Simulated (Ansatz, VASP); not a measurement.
# LaPd: VASP beside Ansatz, part 2 of 2

One calculation is typed for both programs; each brings its own data sets. How far apart do they land? The cell is taken from a series of runs on this material, whose earlier steps may have relaxed, scaled, displaced or heated it; both programs get it as it stands.

VASP 6.6.1 and Ansatz 0.2.0.

So far: The structure; Ansatz: relaxation of cell and atoms, r2SCAN.

### 3. VASP: relaxation of cell and atoms, r2SCAN

Level of this step: r2SCAN; plane waves and PAW (La, Pd) (VASP).

The same cell, functional, mesh and smearing now go to VASP, with its own data sets.

Lines of VASP's logs that name or quote its potential files are left out, and so is its time.

The input, INCAR:

```
SYSTEM = LaPd
PREC = Accurate
ENCUT = 550
EDIFF = 1E-07
NELM = 200
ISMEAR = 0
SIGMA = 0.1
LREAL = .FALSE.
ALGO = Normal
METAGGA = R2SCAN
LASPH = .TRUE.
NBANDS = 27
LORBIT = 11
LWAVE = .FALSE.
LCHARG = .FALSE.
ISIF = 3
IBRION = 2
NSW = 80
EDIFFG = -0.005
GGA_COMPAT = .FALSE.
NELMIN = 4
LMAXMIX = 6
LMIXTAU = .TRUE.
KPAR = 2
```

The input, POSCAR:

```
LaPd
1.0
    1.9929670000     -5.5170700000      0.0000000000
    1.9929670000      5.5170700000      0.0000000000
    0.0000000000      0.0000000000      4.6583440000
La Pd
2 2
Direct
    0.8648246261      0.1351753739      0.7500000000
    0.1351753739      0.8648246261      0.2500000000
    0.5872086089      0.4127913911      0.7500000000
    0.4127913911      0.5872086089      0.2500000000
```

The input, KPOINTS:

```
Automatic mesh
0
Gamma
10 10 8
0 0 0
```

The projector-augmented-wave data sets are La and Pd (PBE family, release 64).

On the command line:

```console
$ mpirun -np 2 vasp_std
```

Numbers of over 12 decimals in the logs are rounded to 6 here.

Log:

```text
[banner, memory and clock lines left out]
running    2 mpi-ranks, on    1 nodes
 distrk:  each k-point on    1 cores,    2 groups
 distr:  one band on    1 cores,    1 groups

 POSCAR found type information on POSCAR LaPd
 POSCAR found :  2 types and       4 ions
|                                                                             |
|               ----> ADVICE to this user running VASP <----                  |
|                                                                             |
|     You enforced a specific xc type in the INCAR file but a different       |
|     [... a line on the potential file left out ...]
|     I HOPE YOU KNOW WHAT YOU ARE DOING!                                     |
|                                                                             |

 LDA part: xc-table for (None), standard interpolation
 POSCAR, INCAR and KPOINTS ok, starting setup
 FFT: planning ... GRIDC
 FFT: planning ... GRID_SOFT
 FFT: planning ... GRID
 WAVECAR not read
 entering main loop
       N       E                     dE             d eps       ncg     rms          rms(c)
DAV:   1     0.345153998821E+03    0.34515E+03   -0.17469E+04  8458   0.245E+03
DAV:   2    -0.287456800958E+01   -0.34803E+03   -0.33689E+03 10586   0.365E+02
DAV:   3    -0.106330195296E+03   -0.10346E+03   -0.10107E+03 14317   0.177E+02
DAV:   4    -0.121547399096E+03   -0.15217E+02   -0.14496E+02 15880   0.790E+01
DAV:   5    -0.122585176474E+03   -0.10378E+01   -0.10236E+01 14372   0.201E+01    0.958E+00
DAV:   6    -0.112485634296E+03    0.10100E+02   -0.23695E+01 15404   0.340E+01    0.573E+00
DAV:   7    -0.108888427865E+03    0.35972E+01   -0.46405E+00 14244   0.189E+01    0.237E+00
DAV:   8    -0.108568914791E+03    0.31951E+00   -0.18699E+00 14252   0.101E+01    0.162E+00
DAV:   9    -0.108769216407E+03   -0.20030E+00   -0.41624E-01 15390   0.549E+00    0.723E-01
DAV:  10    -0.108818979170E+03   -0.49763E-01   -0.14480E-01 12332   0.271E+00    0.252E-01
DAV:  11    -0.108829740918E+03   -0.10762E-01   -0.42547E-02 13236   0.160E+00    0.116E-01
DAV:  12    -0.108836072288E+03   -0.63314E-02   -0.65598E-03 13188   0.643E-01    0.840E-02
DAV:  13    -0.108834237754E+03    0.18345E-02   -0.29402E-03 14132   0.432E-01    0.633E-02
DAV:  14    -0.108834599391E+03   -0.36164E-03   -0.46449E-03 12924   0.503E-01    0.376E-02
DAV:  15    -0.108836163330E+03   -0.15639E-02   -0.88374E-04 15145   0.260E-01    0.123E-02
DAV:  16    -0.108836219737E+03   -0.56407E-04   -0.14695E-04 12132   0.113E-01    0.577E-03
DAV:  17    -0.108836230901E+03   -0.11164E-04   -0.43829E-05 15404   0.534E-02    0.472E-03
DAV:  18    -0.108836227765E+03    0.31364E-05   -0.55330E-06 15500   0.165E-02    0.382E-03
DAV:  19    -0.108836242880E+03   -0.15115E-04   -0.10618E-05 14868   0.294E-02    0.189E-03
DAV:  20    -0.108836243675E+03   -0.79464E-06   -0.25580E-06 14497   0.129E-02    0.115E-03
DAV:  21    -0.108836243722E+03   -0.47886E-07   -0.38138E-07  8316   0.512E-03
   1 F= -.10883624E+03 E0= -.10882840E+03  d E =-.108836E+03
[...]
2 F= -.10883646E+03 E0= -.10882860E+03  d E =-.219981E-03
[...]
3 F= -.10883678E+03 E0= -.10882885E+03  d E =-.535391E-03
[...]
4 F= -.10883678E+03 E0= -.10882885E+03  d E =-.538640E-03
[...]
5 F= -.10883678E+03 E0= -.10882884E+03  d E =-.145080E-05
[...]
6 F= -.10883683E+03 E0= -.10882889E+03  d E =-.486760E-04
[...]
7 F= -.10883687E+03 E0= -.10882893E+03  d E =-.399340E-04
 trial-energy change:   -0.000040  1 .order   -0.000040   -0.000049   -0.000030
 step:   3.9912(harm=  3.9912)  dis= 0.00291  next Energy=  -108.836896 (dE=-0.646E-04)
 bond charge predicted
       N       E                     dE             d eps       ncg     rms          rms(c)
DAV:   1    -0.108836795323E+03    0.75668E-04   -0.68337E-02 10788   0.276E+00    0.992E-02
DAV:   2    -0.108836844141E+03   -0.48819E-04   -0.42577E-03 15196   0.647E-01    0.571E-02
DAV:   3    -0.108836895019E+03   -0.50878E-04   -0.38549E-04 14254   0.163E-01    0.259E-02
DAV:   4    -0.108836894769E+03    0.25004E-06   -0.99795E-05 15161   0.944E-02    0.111E-02
DAV:   5    -0.108836895822E+03   -0.10532E-05   -0.11216E-05 14980   0.262E-02    0.724E-03
DAV:   6    -0.108836895728E+03    0.94209E-07   -0.42862E-06 11844   0.118E-02    0.331E-03
DAV:   7    -0.108836896516E+03   -0.78792E-06   -0.85590E-07 10353   0.753E-03    0.829E-04
DAV:   8    -0.108836896488E+03    0.27691E-07   -0.13968E-07  6010   0.509E-03
   8 F= -.10883690E+03 E0= -.10882896E+03  d E =-.654499E-04
 curvature:  -2.91 expect dE=-0.281E-05 dE for cont linesearch -0.100E-08
 trial: gam=-0.02002 g(F)=  0.786E-07 g(S)=  0.888E-06 ort = 0.128E-06 (trialstep = 0.200E+01)
 search vector abs. value=  0.980E-06
 reached required accuracy - stopping structural energy minimisation
```

From OUTCAR (step 3):

```text
ion  position               nearest neighbor table
   1  0.865  0.135  0.750-   3 3.06   4 3.11   4 3.11   4 3.11   4 3.11   3 3.16   3 3.16
   2  0.135  0.865  0.250-   4 3.06   3 3.11   3 3.11   3 3.11   3 3.11   4 3.16   4 3.16
   3  0.587  0.413  0.750-   4 3.02   4 3.02   1 3.06   2 3.11   2 3.11   2 3.11   2 3.11   1 3.16
                             1 3.16
   4  0.413  0.587  0.250-   3 3.02   3 3.02   2 3.06   1 3.11   1 3.11   1 3.11   1 3.11   2 3.16
                             2 3.16

  LATTYP: Found a base centered orthorhombic cell.
 ALAT       =     3.9859340000
 B/A-ratio  =     2.7682696201
 C/A-ratio  =     1.1686957185

 Subroutine GETGRP returns: Found  8 space group operations
 (whereof  4 operations were pure point group operations)

The static configuration has the point symmetry C_2h.
 The point group associated with its full space group is D_2h.

 Found    155 irreducible k-points:

   k-points           NKPTS =    155   k-points in BZ     NKDIM =    155   number of bands    NBANDS=     27

   dimension x,y,z NGX =    48 NGY =   48 NGZ =   36
   dimension x,y,z NGXF=    96 NGYF=   96 NGZF=   72

   ENCUT  =  550.0 eV  40.42 Ry    6.36 a.u.  11.22 11.22  8.91*2*pi/ulx,y,z

   NELECT =      42.0000    total number of electrons

 k-points in reciprocal lattice and weights: Automatic mesh
   0.00000000  0.00000000  0.00000000       0.001
   0.10000000  0.00000000  0.00000000       0.005
   0.20000000  0.00000000  0.00000000       0.005
   0.30000000  0.00000000  0.00000000       0.005
   0.40000000  0.00000000  0.00000000       0.005
   0.50000000  0.00000000  0.00000000       0.003
   0.10000000  0.10000000  0.00000000       0.003
   0.20000000  0.10000000  0.00000000       0.005
   0.30000000  0.10000000  0.00000000       0.005
[...]
-0.40000000  0.40000000  0.50000000       0.003
   0.50000000  0.50000000  0.50000000       0.001

 average (electrostatic) potential at core
       1-101.2417       2-101.2417       3 -76.9630       4 -76.9630

 E-fermi :   8.8990

 k-point     1 :       0.0000    0.0000    0.0000
  band No.  band energies     occupation
    ...
     16       5.6007      2.00000
     17       5.9973      2.00000
     18       6.0456      2.00000
     19       6.3915      2.00000
     20       6.8014      2.00000
     21       9.8112      0.00000
     22      10.1676      0.00000
     23      10.2787      0.00000
     24      10.6378      0.00000
     25      10.6524      0.00000
    ...

 k-point     2 :       0.1000    0.0000    0.0000
  band No.  band energies     occupation
    ...
     16       5.6249      2.00000
     17       6.0081      2.00000
     18       6.0281      2.00000
     19       6.3732      2.00000
     20       6.8723      2.00000
     21       9.5930      0.00000
     22       9.7208      0.00000
     23      10.1946      0.00000
     24      10.5088      0.00000
     25      10.7370      0.00000
    ...

 k-point     3 :       0.2000    0.0000    0.0000
  band No.  band energies     occupation
    ...
     17       5.9301      2.00000
     18       6.0818      2.00000
     19       6.3215      2.00000
     20       7.0766      2.00000
     21       8.7487      1.96650
     22       9.5361      0.00000
     23       9.9793      0.00000
     24      10.2528      0.00000
     25      10.8414      0.00000
     26      10.8653      0.00000
    ...

  Total        0.0084182     -0.0015768     -0.0005087      0.0000000     -0.0000000      0.0000000
  in kB        0.1316058     -0.0246515     -0.0079524      0.0000000     -0.0000000      0.0000000
  external PRESSURE =       0.0330006 kB  Pullay stress =       0.0000000 kB

  energy-cutoff  :      550.00
  volume of cell :      102.48
      direct lattice vectors                 reciprocal lattice vectors
     1.986514005 -5.549406146 -0.000000000     0.251697194 -0.090099731 -0.000000000
     1.986514005  5.549406146  0.000000000     0.251697194  0.090099731  0.000000000
     0.000000000 -0.000000000  4.648231418     0.000000000 -0.000000000  0.215135588

 POSITION                                       TOTAL-FORCE (eV/Angst)
 -----------------------------------------------------------------------------------
      1.98651     -4.05660      3.48617         0.000000     -0.000872     -0.000000
      1.98651      4.05660      1.16206         0.000000      0.000872      0.000000
      1.98651     -0.97403      3.48617         0.000000     -0.000235     -0.000000
      1.98651      0.97403      1.16206         0.000000      0.000235      0.000000
 -----------------------------------------------------------------------------------
    total drift:                                0.000000      0.000000      0.000000

  FREE ENERGIE OF THE ION-ELECTRON SYSTEM (eV)
  ---------------------------------------------------
  free  energy   TOTEN  =      -108.8368964880 eV

  energy  without entropy=     -108.8210196918  energy(sigma->0) =     -108.82895809

 reached required accuracy - stopping structural energy minimisation

 total charge
# of ion       s       p       d       f       tot
--------------------------------------------------
    1        2.033   5.631   0.730   0.124   8.517
    2        2.033   5.631   0.730   0.124   8.517
    3        0.681   0.296   8.533   0.000   9.510
    4        0.681   0.296   8.533   0.000   9.510
--------------------------------------------------
tot          5.428  11.853  18.525   0.248  36.053

[... 3 further parts left out ...]
```

CONTCAR:

```
LaPd
   1.00000000000000
     1.9865140045316847   -5.5494061459434203   -0.0000000000000000
     1.9865140045316847    5.5494061459434203    0.0000000000000000
     0.0000000000000000   -0.0000000000000000    4.6482314175615800
  La              Pd
     2     2
Direct
     0.8654987433931184    0.1345012566068816    0.7500000000000000
     0.1345012566068816    0.8654987433931184    0.2500000000000000
     0.5877594432109265    0.4122405567890733    0.7500000000000000
     0.4122405567890733    0.5877594432109265    0.2500000000000000
```

The run keeps the 8 symmetry operations of its start, so it cannot find a distortion of lower symmetry.

### 4. Differences

Known differences besides the potentials themselves: VASP keeps PBE cores, Ansatz makes them for the functional; the data sets hold 58 valence electrons in Ansatz (on its default PAW (the set named soft_2) files) and 42 in VASP; the cutoff is 520 eV in Ansatz and 550 eV in VASP; Ansatz adds a Pulay correction to the stress that steers its cell, VASP none. Total energies have different zeros and are not compared.

Compared:

```csv
quantity,Ansatz,VASP,difference
volume (Å³),102.53,102.48,+0.05 %
"edge a after relaxation, in the typed setting (Å)",5.894,5.894,+0.00 %
"edge c after relaxation, in the typed setting (Å)",4.647,4.648,-0.02 %
```

### 5. Results

```
difference in volume (relaxation of cell and atoms, r2SCAN) : 0.047 %
```

In words: The difference in volume is 0.047 % (relaxation of cell and atoms, r2SCAN), within the 1.2 % picked in this series as the mark of a large difference, as far as the stopping tolerances let one tell. The data sets hold unlike numbers of valence electrons (58 in Ansatz and 42 in VASP), so part of the differences comes from the potentials. How closely two codes agree says nothing of how well the functional describes the real material.

[Lines on the potential files, build, host, timing and source positions are cut from VASP's logs without a mark.]

[Logs are printed without paths, hosts, clocks, repeated set-up lines and the standing remarks that a program may print on its own settings, such as how far it seeks lower states.]

[Hosts, paths, dates, database ids (printed as entryN), source tags and the programs' standing remarks are cut or masked in the printed files.]
